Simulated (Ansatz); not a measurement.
SnSe:

```
Sn Se
1.0
     0.00000    3.01000    3.01000
     3.01000    0.00000    3.01000
     3.01000    3.01000    0.00000
Sn Se
1 1
Direct
  0.00000 0.00000 0.00000
  0.50000 0.50000 0.50000
```

Measurements of this composition are mostly on another form, of space group No. 62.

Below is the output of Ansatz 0.2.0 for this cell. Logs are shortened: lines on timing, memory, paths and dates and some standing lists are left out, and cuts for length are marked.

```text
Warning: RAYON_NUM_THREADS=2 ignored (pool sized by the plan → 2); use --threads N
scf.n_extra_bands = 6 over 15 filled bands (N_el = 30.0): the run solves 21 bands
Engine: ansatz 0.2.0, aarch64-unknown-linux-gnu
Pseudopotentials: kind: paw
Pseudopotential: Sn, paw, valence charge 14, recommended cutoff 420 eV (normal), Sn.paw.azcp
Pseudopotential: Se, paw, valence charge 16, recommended cutoff 420 eV (normal), Se.paw.azcp
Functional definition: PBE
  parameter kappa = 0.804
  parameter beta = 0.06672455060314922
  exchange = pbe_x(kappa = kappa, mu = beta*pi^2/3)
  correlation = pbe_c(beta = beta)
Crystal: 2 atoms, lattice volume = 54.542 Å³
Basis set: ecut = 420 eV, 1067 PW (Γ), exchange–correlation on 60×60×60 points (8 copies of the dense FFT grid, shifted against one another)
Bands: 21, of which v1, the nominal top of the filled ones, is band 15 counted from 1 (14 counted from 0)
Symmetry: 48 space group operations
Space group: Fm-3m (ITA 225), of the structure as read, at distance tolerance 3.8e-5 Å
k-points: 29 of 512
Non-local potential: Sn, projectors of the file, l = 0: 2, l = 1: 2, l = 2: 2, l = 3: 2
Non-local potential: Se, projectors of the file, l = 0: 2, l = 1: 2, l = 2: 3, l = 3: 1
PAW form: soft (Blöchl's): semilocal exchange-correlation on the pseudo side does not see the compensation charge
PAW one-centre angular grid: Sn, 590 points (default); XC on 64 Gauss nodes
PAW one-centre angular grid: Se, 590 points (default); XC on 64 Gauss nodes
Initial density: superposition of atomic densities (neutral atoms: chi_scale 0, normalization atom), corrected by the library's trained network
Initial wavefunctions: pseudopotential atomic-orbital guess
Functional: x = pbe(κ = 0.804, μ = 0.2195149727645171), c = pbe(β = 0.06672455060314922)
SCF iter   1: F=—  HF=-11494.162190 eV  |F-HF|=—  |Δ(HF+E_count)|=         —  Δρ=4.35e-4  dr2=4.91e-5  ethr=1.77e-3  ⟨swp⟩=6.1  Hψ=3004  notcnv=0  defer=1
preconditioner: auto → none  [insulator: Δε(μ)=0.582 eV  Ē_g=19.223 eV  σ=0.050 eV  W_gap=0.99  n_scr=14 (ndim 8)  ℏωp=22.5 eV  f_vac=0.016  D(μ)=0.00/eV (n_scr^D=0)  ε∞_Penn≈2.4]
SCF iter   2: F=—  HF=-11494.161417 eV  |F-HF|=—  |Δ(HF+E_count)|=   7.74e-4  Δρ=3.45e-4  dr2=4.21e-5  ethr=1.64e-7  ⟨swp⟩=3.0  Hψ=1360  notcnv=0  defer=2
SCF iter   3: F=—  HF=-11494.161416 eV  |F-HF|=—  |Δ(HF+E_count)|=   6.01e-7  Δρ=2.05e-4  dr2=1.22e-5  ethr=1.40e-7  ⟨swp⟩=3.0  Hψ=1194  notcnv=0  defer=2
SCF iter   4: F=—  HF=-11494.161436 eV  |F-HF|=—  |Δ(HF+E_count)|=   2.03e-5  Δρ=6.97e-5  dr2=1.62e-6  ethr=4.05e-8  ⟨swp⟩=2.0  Hψ=1006  notcnv=0  defer=2
SCF iter   5: F=—  HF=-11494.161441 eV  |F-HF|=—  |Δ(HF+E_count)|=   4.34e-6  Δρ=5.66e-5  dr2=1.73e-6  ethr=5.40e-9  ⟨swp⟩=2.0  Hψ=717  notcnv=0  defer=2
SCF iter   6: F=—  HF=-11494.161439 eV  |F-HF|=—  |Δ(HF+E_count)|=   1.25e-6  Δρ=2.02e-5  dr2=2.25e-7  ethr=5.40e-9  ⟨swp⟩=2.0  Hψ=1003  notcnv=0  defer=2
SCF iter   7: F=-11494.161439 eV  HF=-11494.161439 eV  |F-HF|=3.40e-10  |Δ(HF+E_count)|=   1.85e-7  Δρ=6.17e-7  dr2=1.48e-10  ethr=3.33e-10  ⟨swp⟩=7.7  Hψ=2938  notcnv=0
SCF 1 converged in 7 iterations: F = -11494.161439 eV  dr2 = 1.48e-10
  greatest PAW one-centre occupation: 1.000 electrons in one spin orbital (limit 2), on the Se atom at site 1 (counted from 0), in its partial waves of l = 2
NSCF: frozen V_eff on 142 k-points
SCF converged after 7 iterations
Free energy (F): -11494.161439 eV
Harris-Foulkes:  -11494.161439 eV  (|F-HF|=3.40e-10)
Internal energy: -11494.161389 eV  (E = F + TS)
E sigma→0 (E₀):  -11494.161414 eV
Entropy (-TS):   -0.000050 eV (-0.025 meV/atom)
Fermi energy:    9.353140 eV
--- Per-component energies (eV) ---
  E_band       = -476.401145
  E_kinetic    = 303.174576
  E_local      = -3323.929535  (includes V_loc(G=0)·N_el)
  E_nonlocal   = -628.540015
  E_hartree    = 1749.088185
  E_xc         = -487.618899
  E_vxc        = -194.864157  (∫ρ·V_xc dr)
  E_paw        = -6043.949141  (= ΣΔE_a)
  E_vpaw       = -130.416866  (= ΣTr[D̂ρ^β])
  E_aug_tail   = -0.000574  (compensation charges beyond the density's cutoff)
  E_ewald      = -3062.385987
  E_smearing   = -0.000050  (= −TS)
  E_closure    = 0.000000  (closes the sum)
  Σ components = -11494.161439   (vs F -11494.161439, Δ=0.00e0)
--- Forces (eV/Å), atoms counted from 1 ---
  atom   1  Sn    -0.00000000     0.00000000     0.00000000
  atom   2  Se     0.00000000    -0.00000000    -0.00000000
  max |Σ_I F_I| component: 1.51e-30 eV/Å
--- Stress (GPa, compression-positive) ---
        0.925948       0.000000       0.000000
        0.000000       0.925948       0.000000
        0.000000      -0.000000       0.925948
  P = ⅓ Tr σ = 0.9259 GPa (9.259 kbar)
--- Band table (eV; the first three rows and the last of 29) ---
  k-point 0: bands = ["-38.5944", "-38.5944", "-38.5927", "-38.5927", "-38.5927", "-12.5311", "-12.5311", "-12.5311", "-12.5286", "-12.5286", "-4.7901", "4.0113", "6.8888", "6.8888", "6.8888", "13.3976", "13.3976", "13.3976", "14.9510", "14.9510", "14.9510"]
  k-point 1: bands = ["-38.5944", "-38.5944", "-38.5927", "-38.5927", "-38.5927", "-12.5307", "-12.5307", "-12.5307", "-12.5282", "-12.5282", "-4.6811", "3.4315", "6.9084", "6.9084", "7.3474", "12.5267", "12.6689", "12.6689", "14.9349", "15.3206", "15.3206"]
  k-point 2: bands = ["-38.5944", "-38.5944", "-38.5927", "-38.5927", "-38.5927", "-12.5332", "-12.5332", "-12.5298", "-12.5241", "-12.5241", "-4.3877", "2.3512", "6.9745", "6.9745", "8.0956", "11.2316", "11.5215", "11.5215", "15.2365", "16.2809", "16.2809"]
  k-point 28: bands = ["-38.5944", "-38.5943", "-38.5927", "-38.5927", "-38.5926", "-12.5480", "-12.5276", "-12.5258", "-12.5258", "-12.5136", "-3.5555", "2.1729", "4.3777", "4.3777", "8.2699", "10.5740", "13.8467", "13.8467", "16.3050", "16.3050", "20.3578"]
```

Question: Write the input and the command behind it.

Answer: Band structure with PBE, no spin polarisation. The files as run (others can give the same):

input.yaml
```yaml
crystal:
  lattice:
    - [0.0, 3.01, 3.01]
    - [3.01, 0.0, 3.01]
    - [3.01, 3.01, 0.0]
  atoms:
    - { symbol: Sn, position: [0.0, 0.0, 0.0] }
    - { symbol: Se, position: [0.5, 0.5, 0.5] }
hamiltonian:
  xc: pbe
  pseudopotentials: { kind: paw }
kpoints:
  mp_grid: { grid: [8, 8, 8] }
  band_path:
    path:
      - [[0.0, 0.0, 0.0], [0.5, 0.0, 0.5], [0.5, 0.25, 0.75], [0.375, 0.375, 0.75], [0.0, 0.0, 0.0], [0.5, 0.5, 0.5], [0.625, 0.25, 0.625], [0.5, 0.25, 0.75], [0.5, 0.5, 0.5], [0.375, 0.375, 0.75]]
      - [[0.625, 0.25, 0.625], [0.5, 0.0, 0.5]]
    npoints: 14
scf:
  occupations: { method: fermi_dirac, width: 0.05 }
  n_extra_bands: 6
output:
  forces: true
  stress: true
  eigenvalues: true
  fatbands: false
```

Potentials or basis: Ansatz PAW.
Launch:
```sh
$ ansatz run input.yaml --threads 2 --pin off --max-ram 5632MiB --backend cpu --events-out ev --progress --plain --runs-dir out
```

Caveat: spin-orbit coupling is left out, which moves the levels of the heavy elements.
